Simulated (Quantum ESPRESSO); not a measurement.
A run of Quantum ESPRESSO 7.5:

The input pw.in:

```
&CONTROL
  calculation = 'scf'
  prefix = 'pwscf'
  outdir = './tmp'
  pseudo_dir = './pseudo'
  tprnfor = .true.
  tstress = .true.
  disk_io = 'low'
/
&SYSTEM
  ibrav = 0
  A = 2.7527667
  nat = 1
  ntyp = 1
  ecutwfc = 82
  nbnd = 15
  occupations = 'smearing'
  smearing = 'mv'
  degauss = 0.01469973
/
&ELECTRONS
  conv_thr = 2d-10
  electron_maxstep = 120
  mixing_beta = 0.5
/
ATOMIC_SPECIES
Pd   106.4200 Pd.upf
CELL_PARAMETERS alat
   0.0000000000    0.7071067810    0.7071067810
   0.7071067810    0.0000000000    0.7071067810
   0.7071067810    0.7071067810    0.0000000000
ATOMIC_POSITIONS alat
Pd     0.0000000000    0.0000000000    0.0000000000
K_POINTS automatic
10 10 10 0 0 0
```

Contents of relax.in:

```
&CONTROL
  calculation = 'vc-relax'
  prefix = 'pwscf'
  outdir = './tmp'
  pseudo_dir = './pseudo'
  tprnfor = .true.
  tstress = .true.
  disk_io = 'low'
  nstep = 40
  forc_conv_thr = 0.0001
  etot_conv_thr = 1d-06
/
&SYSTEM
  ibrav = 0
  A = 2.7527667
  nat = 1
  ntyp = 1
  ecutwfc = 82
  nbnd = 15
  occupations = 'smearing'
  smearing = 'mv'
  degauss = 0.01469973
/
&ELECTRONS
  conv_thr = 2d-10
  electron_maxstep = 120
  mixing_beta = 0.5
/
&IONS
  ion_dynamics = 'bfgs'
/
&CELL
  cell_dynamics = 'bfgs'
  press = 400
  press_conv_thr = 0.2
/
ATOMIC_SPECIES
Pd   106.4200 Pd.upf
CELL_PARAMETERS alat
   0.0000000000    0.7071067810    0.7071067810
   0.7071067810    0.0000000000    0.7071067810
   0.7071067810    0.7071067810    0.0000000000
ATOMIC_POSITIONS alat
Pd     0.0000000000    0.0000000000    0.0000000000
K_POINTS automatic
10 10 10 0 0 0
```

File scf2.in:

```
&CONTROL
  calculation = 'scf'
  prefix = 'pwscf'
  outdir = './tmp'
  pseudo_dir = './pseudo'
  tprnfor = .true.
  tstress = .true.
  disk_io = 'low'
/
&SYSTEM
  ibrav = 0
  A = 2.6464538
  nat = 1
  ntyp = 1
  ecutwfc = 82
  nbnd = 15
  occupations = 'smearing'
  smearing = 'mv'
  degauss = 0.01469973
/
&ELECTRONS
  conv_thr = 1d-13
  electron_maxstep = 120
  mixing_beta = 0.5
  startingpot = 'file'
  startingwfc = 'file'
/
ATOMIC_SPECIES
Pd   106.4200 Pd.upf
CELL_PARAMETERS alat
   0.0000000000    0.7071067807    0.7071067807
   0.7071067807    0.0000000000    0.7071067807
   0.7071067807    0.7071067807    0.0000000000
ATOMIC_POSITIONS alat
Pd     0.0000000000    0.0000000000    0.0000000000
K_POINTS automatic
10 10 10 0 0 0
```

File ph.in:

```
phonons of Pd
&INPUTPH
  prefix = 'pwscf'
  outdir = './tmp'
  tr2_ph = 1d-18
  fildyn = 'dyn'
  niter_ph = 90
  alpha_mix(1) = 0.4
/
-0.0000000000 0.7071067812 0.0000000000
```

Potentials or basis: Ansatz NC SR PBE.

Launch:

```console
$ OMP_NUM_THREADS=1 pw.x -in pw.in > pw.out
$ OMP_NUM_THREADS=1 pw.x -in relax.in > relax.out
$ OMP_NUM_THREADS=1 pw.x -in scf2.in > scf2.out
$ OMP_NUM_THREADS=1 ph.x -in ph.in > ph.out
```

Hardware: 1 thread of Arm Neoverse V2 (shared host).

Problem. How long does it take, and how much memory?

Solution. Wall time 4.4 min on 1 thread of Arm Neoverse V2 (shared host), peak memory 0.09 GiB. Counts: scf iterations 62, k pools 1, bands 15, ion steps 6, k points 47, g dense 9841.
